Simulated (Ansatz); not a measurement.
# ZnO: the cost of one run

Computed with Ansatz 0.2.0 (DFT PBEsol, scalar-relativistic, plane waves, PAW, unless a step's input says otherwise).

1 further run of the same task is left out (set aside as unsound or not needed).

## (1) The structure to begin with

It takes space group P6_3mc (No. 186, hexagonal). Conventional cell: a = 3.230 Å, b = 3.230 Å, c = 5.214 Å, α = 90.00°, β = 90.00°, γ = 120.00°. Zn (site symmetry 3m) has 4 O at 1.97 to 1.98 Å as nearest neighbours. O (site symmetry 3m) is surrounded by 4 Zn at 1.97 to 1.98 Å.

As a file:

```cif
data_structure
_symmetry_space_group_name_H-M 'P6_3mc'
_symmetry_Int_Tables_number 186
_cell_length_a 3.2300
_cell_length_b 3.2300
_cell_length_c 5.2142
_cell_angle_alpha 90.000
_cell_angle_beta 90.000
_cell_angle_gamma 120.000
_cell_volume 47.11
loop_
_atom_site_label
_atom_site_type_symbol
_atom_site_symmetry_multiplicity
_atom_site_Wyckoff_symbol
_atom_site_fract_x
_atom_site_fract_y
_atom_site_fract_z
_atom_site_occupancy
Zn1 Zn 2 b 0.33333 0.66667 0.50004 1
O1 O 2 b 0.66667 0.33333 0.37897 1
```

This cell was relaxed beforehand with the same method: volume 11.78 Å³/atom, gap on the mesh 0.70 eV.

## (2) Tight relaxation for the response runs

Response functions are second derivatives at a minimum, so forces and stress are first brought close to zero on the mesh and occupations that the response runs use.

input.yaml

```yaml
crystal:
  lattice:
    - [3.2300317278, 0.0, 0.0]
    - [-1.6150158639, 2.7972895313, 0.0]
    - [0.0, 0.0, 5.2142202815]
  atoms:
    - { symbol: Zn, position: [0.3333333333, 0.6666666667, 0.5000358744] }
    - { symbol: Zn, position: [0.6666666667, 0.3333333333, 3.58744e-05] }
    - { symbol: O, position: [0.6666666667, 0.3333333333, 0.3789741256] }
    - { symbol: O, position: [0.3333333333, 0.6666666667, 0.8789741256] }
basis:
  ecutwfc: 420
kpoints:
  mp_grid: { grid: [12, 12, 6] }
hamiltonian:
  xc: pbesol
scf:
  occupations: { method: fixed }
output:
  forces: true
  stress: true
  eigenvalues: true
relax:
  adjacent_minimum: "off"
  f_tol: 0.001
  max_steps: 60
  cell: { stress_tol: 0.01 }
```

Started as:

```bash
ansatz run input.yaml --threads 1 --pin off --max-ram 4096MiB --backend cpu --events-out ev --progress --plain --runs-dir out
```

Q: Estimate wall time and peak memory on 1 thread of Arm Neoverse V2, shared host.

About 17 s, with a peak of 0.37 GiB.
